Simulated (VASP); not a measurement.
# Tc (P6_3/mmc) in VASP: a series of runs

Runs on Tc. Level: PBE. Tasks: equation of state.

Everything below comes from runs of VASP 6.6.1. Logs are shortened: lines on timing, memory, paths and dates and some standing lists are left out, and cuts for length are marked.

**1. The undisturbed crystal**

Symmetry: P6_3/mmc, No. 194, hexagonal system. Conventional cell: a = 2.740 Å, b = 2.740 Å, c = 4.398 Å, α = 90.00°, β = 90.00°, γ = 120.00°. Around Tc (site symmetry -6m2) lie 12 Tc at 2.71 to 2.74 Å.

**2. Equation of state, PBE, 13.87 Å³/atom**

File INCAR:

```
SYSTEM = Tc
ADDGRID  = .FALSE.      
ALGO     = Normal         ! electronic algorithm
EDIFF    = 1E-8           ! SCF threshold, eV
ENCUT    = 900            ! plane-wave cutoff, eV
GGA      = PE             ! functional
ISIF     = 2              ! what is computed and relaxed
ISMEAR   = 0              ! smearing method
LASPH    = .TRUE.         ! aspherical terms in the spheres
LCHARG   = .FALSE.        ! write CHGCAR
LREAL    = .FALSE.        ! projectors in reciprocal space
LWAVE    = .FALSE.        ! write WAVECAR
NELM     = 100            ! most SCF steps
PREC     = Accurate       ! precision mode
SIGMA    = 0.05           ! smearing width, eV
```

File KPOINTS:

```
k-points
0
G
  14 14 8
  0 0 0
```

File POSCAR:

```
Tc
1.0
    2.7123213399      0.0000000000      0.0000000000
   -1.3561606700      2.3489391836      0.0000000000
    0.0000000000      0.0000000000      4.3535727201
Tc
2
Direct
    0.6666666667      0.3333333333      0.7500000000
    0.3333333333      0.6666666667      0.2500000000
```

Potentials or basis: VASP PAW PBE potentials, release 64 (Tc_pv).

Started as:

```console
$ cat potpaw_PBE.64/Tc_pv/POTCAR > POTCAR
$ mpirun -np 1 vasp_std > vasp.out
```

OUTCAR:

```text
SYSTEM = Tc
   EDIFF = 1E-8
   ENCUT = 900
   GGA = PE
   ISIF = 2
   ISMEAR = 0
   LASPH = .TRUE.
   LREAL = .FALSE.
   NELM = 100
   PREC = Accurate

 ion  position               nearest neighbor table
   1  0.667  0.333  0.750-   2 2.68   2 2.68   2 2.68   2 2.68   2 2.68   2 2.68
   2  0.333  0.667  0.250-   1 2.68   1 2.68   1 2.68   1 2.68   1 2.68   1 2.68

  LATTYP: Found a hexagonal cell.
 ALAT       =     2.7123213399
 C/A-ratio  =     1.6051094891

  Lattice vectors:

 A1 = (   2.7123213399,   0.0000000000,   0.0000000000)
 A2 = (  -1.3561606700,   2.3489391836,   0.0000000000)
 A3 = (   0.0000000000,   0.0000000000,   4.3535727201)

Analysis of symmetry for initial positions (statically):
=====================================================================
 Subroutine PRICEL returns:
 Original cell was already a primitive cell.

 Routine SETGRP: Setting up the symmetry group for a
 hexagonal supercell.

 Subroutine GETGRP returns: Found 24 space group operations
 (whereof 12 operations were pure point group operations)
 out of a pool of 24 trial point group operations.

The static configuration has the point symmetry D_3d.
 The point group associated with its full space group is D_6h.

Analysis of symmetry for dynamics (positions and initial velocities):
=====================================================================
 Subroutine PRICEL returns:
 Original cell was already a primitive cell.

 Routine SETGRP: Setting up the symmetry group for a
 hexagonal supercell.

 Subroutine GETGRP returns: Found 24 space group operations
 (whereof 12 operations were pure point group operations)
 out of a pool of 24 trial point group operations.

The dynamic configuration has the point symmetry D_3d.
 The point group associated with its full space group is D_6h.

 Subroutine INISYM returns: Found 24 space group operations
 (whereof 12 operations are pure point group operations),
 and found     1 'primitive' translations

----------------------------------------------------------------------------------------

                                     Primitive cell

  volume of cell :      27.7370

  direct lattice vectors                    reciprocal lattice vectors
     2.712321340  0.000000000  0.000000000     0.368687878  0.212862046  0.000000000
    -1.356160670  2.348939184  0.000000000     0.000000000  0.425724092  0.000000000
     0.000000000  0.000000000  4.353572720     0.000000000  0.000000000  0.229696404

  length of vectors
     2.712321340  2.712321340  4.353572720     0.425724092  0.425724092  0.229696404

  position of ions in fractional coordinates (direct lattice)
     0.666666667  0.333333333  0.750000000
     0.333333333  0.666666667  0.250000000

  ion indices of the primitive-cell ions
   primitive index   ion index
                 1           1
                 2           2

----------------------------------------------------------------------------------------

 KPOINTS: k-points

Automatic generation of k-mesh.
 Grid dimensions read from file:
 generate k-points for:   14   14    8

 Generating k-lattice:

  Cartesian coordinates                     Fractional coordinates (reciprocal lattice)
     0.026334848  0.015204432  0.000000000     0.071428571  0.000000000  0.000000000
     0.000000000  0.030408864  0.000000000     0.000000000  0.071428571  0.000000000
     0.000000000  0.000000000  0.028712051     0.000000000  0.000000000  0.125000000

  Length of vectors
     0.030408864  0.030408864  0.028712051

  Shift w.r.t. Gamma in fractional coordinates (k-lattice)
     0.000000000  0.000000000  0.000000000

 Subroutine IBZKPT returns following result:
 ===========================================

 Found    120 irreducible k-points:

 Following reciprocal coordinates:
            Coordinates               Weight
  0.000000  0.000000  0.000000      1.000000
  0.071429  0.000000  0.000000      6.000000
  0.142857 -0.000000  0.000000      6.000000
  0.214286  0.000000  0.000000      6.000000
  0.285714  0.000000  0.000000      6.000000
  0.357143  0.000000  0.000000      6.000000
[... 16 lines left out ...]
  0.285714  0.285714  0.000000      6.000000
  0.357143  0.285714  0.000000      6.000000
 [... further k-points ...]
   k-points           NKPTS =    120   k-points in BZ     NKDIM =    120   number of bands    NBANDS=     17
   number of dos      NEDOS =    301   number of ions     NIONS =      2
   total plane-waves  NPLWV =  37632
   dimension x,y,z NGX =    28 NGY =   28 NGZ =   48
   dimension x,y,z NGXF=    56 NGYF=   56 NGZF=   96
   ions per type =               2
   NGX,Y,Z   is equivalent  to a cutoff of  17.16, 17.16, 18.33 a.u.
   NGXF,Y,Z  is equivalent  to a cutoff of  34.32, 34.32, 36.66 a.u.
 SYSTEM =  Tc
   PREC   = accura    normal or accurate (medium, high low for compatibility)
   ISTART =      0    job   : 0-new  1-cont  2-samecut
   ICHARG =      2    charge: 1-file 2-atom 10-const
   ISPIN  =      1    spin polarized calculation?
   LNONCOLLINEAR =      F non collinear calculations
   LSORBIT =      F    spin-orbit coupling
   LASPH  =      T    aspherical Exc in radial PAW
   ENCUT  =  900.0 eV  66.15 Ry    8.13 a.u.   6.63  6.63 10.65*2*pi/ulx,y,z
   NELM   =    100;   NELMIN=  2; NELMDL= -5     # of ELM steps
   EDIFF  = 0.1E-07   stopping-criterion for ELM
   LREAL  =      F    real-space projection
   EDIFFG = 0.1E-06   stopping-criterion for IOM
   NSW    =      0    number of steps for IOM
   IBRION =     -1    ionic relax: 0-MD 1-quasi-New 2-CG
   NFREE  =      0    steps in history (QN), initial steepest desc. (CG)
   ISIF   =      2    stress and relaxation
   ISYM   =      2    0-nonsym 1-usesym 2-fastsym
   POTIM  = 0.5000    time-step for ionic-motion
   TEBEG  =    0.0;   TEEND  =   0.0 temperature during run
   PSTRESS=    0.0 pullay stress
   NELECT =      26.0000    total number of electrons
   NUPDOWN=      -1.0000    fix difference up-down
   EMIN   =  10.00;   EMAX   =-10.00  energy-range for DOS
   EFERMI =   0.00;   METHOD = LEGACY
   ISMEAR =     0;   SIGMA  =   0.05  broadening in eV -4-tet -1-fermi 0-gaus
   EFERMI_NEDOS =   21; number of points for ismear=-14 and -15
   IALGO  =     38    algorithm
   IMIX   =      4    mixing-type and parameters
     AMIX     =   0.40;   BMIX     =  1.00
     AMIX_MAG =   1.60;   BMIX_MAG =  1.00
  volume/ion in A,a.u.               =      13.87        93.59
  Fermi-wavevector in a.u.,A,eV,Ry     =   1.602186  3.027693 34.926173  2.567001
  Thomas-Fermi vector in A             =   2.699047
   LORBIT       =      0    0 simple, 1 ext, 2 COOP (PROOUT), +10 PAW based schemes
   GGA     = PE    functional components
   LHFCALC =     F    Hartree Fock is set to
   AEXX    =    0.0000 exact exchange contribution
   IVDW    =     0    specifies the selected vdW correction
   LEPSILON=     F    determine dielectric tensor
   LRPA    =     F    only Hartree local field effects (RPA)
 non-spin polarized calculation
 Gauss-broadening in eV      SIGMA  =   0.05
  energy-cutoff  :      900.00
  volume of cell :       27.74
 maximum number of plane-waves:      1737
 NGX is ok and might be reduce to    28
   NGX = 13   NGY = 13   NGZ = 21

 number of electron      26.0000001 magnetization

 Free energy of the ion-electron system (eV)
  ---------------------------------------------------
  ext. energy  EPLUGINS =         0.00000000
  ---------------------------------------------------
  free energy    TOTEN  =       -20.65883928 eV

  energy without entropy =      -20.65590871  energy(sigma->0) =      -20.65737400

 E-fermi :  13.1672     XC(G=0): -13.9822

 val. band max:       13.1487255987   @ k =   0.4286   0.1429   0.2500
 cond. band min:      13.1681726424   @ k =   0.2143   0.0000   0.2500
 fundamental gap:      0.0194470437
 Fermi energy:        13.1672024283

 k-point     1 :       0.0000    0.0000    0.0000
  band No.  band energies     occupation
      1     -26.3426      2.00000
      2     -25.1159      2.00000
      3     -25.1159      2.00000
      4     -24.9122      2.00000
      5     -24.9122      2.00000
      6     -24.8733      2.00000
[... 9 lines left out ...]
     16      14.9513      0.00000
     17      15.8341      0.00000

 k-point     2 :       0.0714    0.0000    0.0000
  band No.  band energies     occupation
      1     -26.3197      2.00000
      2     -25.1685      2.00000
      3     -25.1330      2.00000
      4     -24.9667      2.00000
      5     -24.9194      2.00000
      6     -24.8829      2.00000
[... 9 lines left out ...]
     16      13.9101      0.00000
     17      15.9219      0.00000

 k-point     3 :       0.1429   -0.0000    0.0000
  band No.  band energies     occupation
      1     -26.2532      2.00000
      2     -25.3154      2.00000
      3     -25.1795      2.00000
      4     -25.1163      2.00000
      5     -24.9406      2.00000
      6     -24.9120      2.00000
[... 9 lines left out ...]
     16      13.2088      0.23904
     17      16.1210      0.00000

 k-point     4 :       0.2143    0.0000    0.0000
  band No.  band energies     occupation
      1     -26.1498      2.00000
      2     -25.5270      2.00000
      3     -25.3252      2.00000
      4     -25.2441      2.00000
      5     -24.9733      2.00000
      6     -24.9610      2.00000
[... 9 lines left out ...]
     16      13.6742      0.00000
     17      16.3290      0.00000

 k-point     5 :       0.2857    0.0000    0.0000
  band No.  band energies     occupation
      1     -26.0208      2.00000
      2     -25.7603      2.00000
      3     -25.5478      2.00000
      4     -25.3130      2.00000
      5     -25.0293      2.00000
      6     -25.0114      2.00000
[... 9 lines left out ...]
     16      14.5875      0.00000
     17      16.4912      0.00000

 k-point     6 :       0.3571    0.0000    0.0000
  band No.  band energies     occupation
      1     -25.9686      2.00000
      2     -25.8825      2.00000
      3     -25.7414      2.00000
      4     -25.3732      2.00000
      5     -25.1126      2.00000
      6     -25.0467      2.00000
[... 9 lines left out ...]
     16      15.6055      0.00000
     17      16.5959      0.00000

 k-point     7 :       0.4286    0.0000    0.0000
  band No.  band energies     occupation
      1     -26.1115      2.00000
      2     -25.8719      2.00000
      3     -25.7619      2.00000
      4     -25.4140      2.00000
      5     -25.1950      2.00000
      6     -25.0716      2.00000
[... 9 lines left out ...]
     16      16.6513      0.00000
     17      17.3476      0.00000

 k-point     8 :       0.5000    0.0000    0.0000
  band No.  band energies     occupation
      1     -26.1622      2.00000
      2     -25.9179      2.00000
      3     -25.7084      2.00000
      4     -25.4285      2.00000
      5     -25.2348      2.00000
      6     -25.0806      2.00000
[... 9 lines left out ...]
     16      16.7161      0.00000
     17      18.7410      0.00000
[... 203 lines left out ...]
      1     -26.1034      2.00000
      2     -25.8630      2.00000
      3     -25.6559      2.00000
      4     -25.5379      2.00000
      5     -25.2747      2.00000
      6     -25.2124      2.00000
[... 9 lines left out ...]
     16      16.3627      0.00000
     17      19.3902      0.00000

 k-point    20 :       0.2143    0.2143    0.0000
  band No.  band energies     occupation
      1     -25.8479      2.00000
      2     -25.8431      2.00000
      3     -25.7983      2.00000
      4     -25.4173      2.00000
      5     -25.2120      2.00000
      6     -25.1374      2.00000
[... 9 lines left out ...]
     16      16.2411      0.00000
     17      17.1192      0.00000

 k-point    21 :       0.2857    0.2143    0.0000
  band No.  band energies     occupation
      1     -25.9647      2.00000
      2     -25.8265      2.00000
      3     -25.7145      2.00000
      4     -25.5306      2.00000
      5     -25.2955      2.00000
      6     -25.2283      2.00000
[... 9 lines left out ...]
     16      16.2317      0.00000
     17      18.5300      0.00000

 k-point    22 :       0.3571    0.2143    0.0000
  band No.  band energies     occupation
      1     -26.0302      2.00000
      2     -25.8095      2.00000
      3     -25.6268      2.00000
      4     -25.6119      2.00000
      5     -25.3396      2.00000
      6     -25.3099      2.00000
[... 9 lines left out ...]
     16      16.1954      0.00000
     17      19.7676      0.00000

 k-point    23 :       0.2857    0.2857    0.0000
  band No.  band energies     occupation
      1     -25.9732      2.00000
      2     -25.8121      2.00000
      3     -25.6375      2.00000
      4     -25.5938      2.00000
      5     -25.4162      2.00000
      6     -25.3249      2.00000
[... 9 lines left out ...]
     16      16.1833      0.00000
     17      19.8672      0.00000

 k-point    24 :       0.3571    0.2857    0.0000
  band No.  band energies     occupation
      1     -25.9741      2.00000
      2     -25.7457      2.00000
      3     -25.7310      2.00000
      4     -25.5143      2.00000
      5     -25.4675      2.00000
      6     -25.3958      2.00000
[... 9 lines left out ...]
     16      16.0321      0.00000
     17      20.8632      0.00000

 [... further k-points ...]
[... 5 lines left out ...]
  --------------------------------------------------------------------------------------
  -------------------------------------------------------------------------------------
  Total        2.2045406      2.2045406      2.1126319     -0.0000000      0.0000000      0.0000000
  in kB      127.3415021    127.3415021    122.0325561     -0.0000000      0.0000000      0.0000000
  external PRESSURE =     125.5718534 kB  Pullay stress =       0.0000000 kB

 VOLUME and BASIS-vectors are now :
 -----------------------------------------------------------------------------
  energy-cutoff  :      900.00
  volume of cell :       27.74
      direct lattice vectors                 reciprocal lattice vectors
     2.712321340  0.000000000  0.000000000     0.368687878  0.212862046  0.000000000
    -1.356160670  2.348939184  0.000000000     0.000000000  0.425724092  0.000000000
     0.000000000  0.000000000  4.353572720     0.000000000  0.000000000  0.229696404

 POSITION                                       TOTAL-FORCE (eV/Angst)
 -----------------------------------------------------------------------------------
      1.35616      0.78298      3.26518        -0.000000      0.000000      0.000000
     -0.00000      1.56596      1.08839         0.000000     -0.000000      0.000000
 -----------------------------------------------------------------------------------
    total drift:                                0.000000     -0.000000      0.000000

  FREE ENERGIE OF THE ION-ELECTRON SYSTEM (eV)
  ---------------------------------------------------
  free  energy   TOTEN  =       -20.6588392820 eV

  energy  without entropy=      -20.6559087127  energy(sigma->0) =      -20.65737400
```

Wall time 3.6 min (1 thread of AMD EPYC 7R43 (Zen 3), shared host); peak memory 0.22 GiB.

Results:

```yaml
Free_energy: -20.6588 eV
Pressure: 12.6 GPa
Band_gap_on_the_k_mesh: none (metal or under the smearing width)
```

**3. Equation of state, PBE, 14.73 Å³/atom**

INCAR is that of step 2.

KPOINTS is that of step 2.

File POSCAR:

```
Tc
1.0
    2.7671304773      0.0000000000      0.0000000000
   -1.3835652386      2.3964052890      0.0000000000
    0.0000000000      0.0000000000      4.4415473866
Tc
2
Direct
    0.6666666667      0.3333333333      0.7500000000
    0.3333333333      0.6666666667      0.2500000000
```

Potentials or basis: VASP PAW PBE potentials, release 64 (Tc_pv).

Started as:

```console
$ cat potpaw_PBE.64/Tc_pv/POTCAR > POTCAR
$ mpirun -np 1 vasp_std > vasp.out
```

Run time: 3.2 min. Hardware: 1 thread of AMD EPYC 7R43 (Zen 3), shared host; peak memory 0.23 GiB.

It converged, with:

| Property | Result |
| --- | --- |
| Free energy | -20.6871 eV |
| Pressure | -6.3 GPa |
| Band gap on the k mesh | none (metal or under the smearing width) |

**4. Equation of state, PBE, 13.87 Å³/atom**

INCAR, as its differences from that of step 3:

```diff
@@ -3,4 +3,4 @@
 ALGO     = Normal         ! electronic algorithm
-EDIFF    = 1E-8           ! SCF threshold, eV
-ENCUT    = 900            ! plane-wave cutoff, eV
+EDIFF    = 1E-6           ! SCF threshold, eV
+ENCUT    = 250            ! plane-wave cutoff, eV
 GGA      = PE             ! functional
@@ -14,2 +14,2 @@
 PREC     = Accurate       ! precision mode
-SIGMA    = 0.05           ! smearing width, eV
+SIGMA    = 0.1            ! smearing width, eV
```

File KPOINTS:

```
k-points
0
G
  3 3 2
  0 0 0
```

File POSCAR:

```
Tc
1.0
    2.7123213399      0.0000000000      0.0000000000
   -1.3561606700      2.3489391836      0.0000000000
    0.0000000000      0.0000000000      4.3535727201
Tc
2
Direct
    0.6666666667      0.3333333333      0.7500000000
    0.3333333333      0.6666666667      0.2500000000
```

Started as:

```console
$ cat potpaw_PBE.64/Tc_pv/POTCAR > POTCAR
$ mpirun -np 1 vasp_std > vasp.out
```

Run time: 6.1 s. Hardware: 1 thread of AMD EPYC 7R43 (Zen 3), shared host; peak memory 0.08 GiB.

The run converged, but a check on its numbers failed (symmetry, net force, bounds or a known fault of this set-up), so they aren't taken as properties of the crystal.

Caveat: the k mesh is coarse (spacing up to 0.89 Å⁻¹), so the values aren't converged; the cutoff lies under the usual one of these potentials, so the numbers hold a large basis-set error.

**5. Equation of state, PBE, 14.73 Å³/atom**

INCAR is that of step 4.

KPOINTS is that of step 4.

File POSCAR:

```
Tc
1.0
    2.7671304773      0.0000000000      0.0000000000
   -1.3835652386      2.3964052890      0.0000000000
    0.0000000000      0.0000000000      4.4415473866
Tc
2
Direct
    0.6666666667      0.3333333333      0.7500000000
    0.3333333333      0.6666666667      0.2500000000
```

Started as:

```console
$ cat potpaw_PBE.64/Tc_pv/POTCAR > POTCAR
$ mpirun -np 1 vasp_std > vasp.out
```

Wall time 5.4 s (1 thread of AMD EPYC 7R43 (Zen 3), shared host); peak memory 0.07 GiB.

The run converged, but a check on its numbers failed (symmetry, net force, bounds or a known fault of this set-up), so they aren't taken as properties of the crystal.

Caveat: the k mesh is coarse (spacing up to 0.87 Å⁻¹), so the values aren't converged; the cutoff lies under the usual one of these potentials, so the numbers hold a large basis-set error.

**6. Equation of state, PBE, 13.87 Å³/atom**

INCAR, as its differences from that of step 5:

```diff
@@ -4,3 +4,3 @@
 EDIFF    = 1E-6           ! SCF threshold, eV
-ENCUT    = 250            ! plane-wave cutoff, eV
+ENCUT    = 350            ! plane-wave cutoff, eV
 GGA      = PE             ! functional
```

KPOINTS is that of step 5.

File POSCAR:

```
Tc
1.0
    2.7123213399      0.0000000000      0.0000000000
   -1.3561606700      2.3489391836      0.0000000000
    0.0000000000      0.0000000000      4.3535727201
Tc
2
Direct
    0.6666666667      0.3333333333      0.7500000000
    0.3333333333      0.6666666667      0.2500000000
```

Potentials or basis: VASP PAW PBE potentials, release 64 (Tc_pv).

Started as:

```console
$ cat potpaw_PBE.64/Tc_pv/POTCAR > POTCAR
$ mpirun -np 1 vasp_std > vasp.out
```

It took 6.8 s on 1 thread of AMD EPYC 7R43 (Zen 3), shared host; peak memory 0.09 GiB.

These settings aren't checked as converged: the numbers below hold their error.

Results:

```yaml
Free_energy: -19.6512 eV
Pressure: 24.5 GPa
Band_gap_on_the_k_mesh: none (metal or under the smearing width)
```

Caveat: the k mesh is coarse (spacing up to 0.89 Å⁻¹), so the values aren't converged.

(Continued in part 2 of 7.)
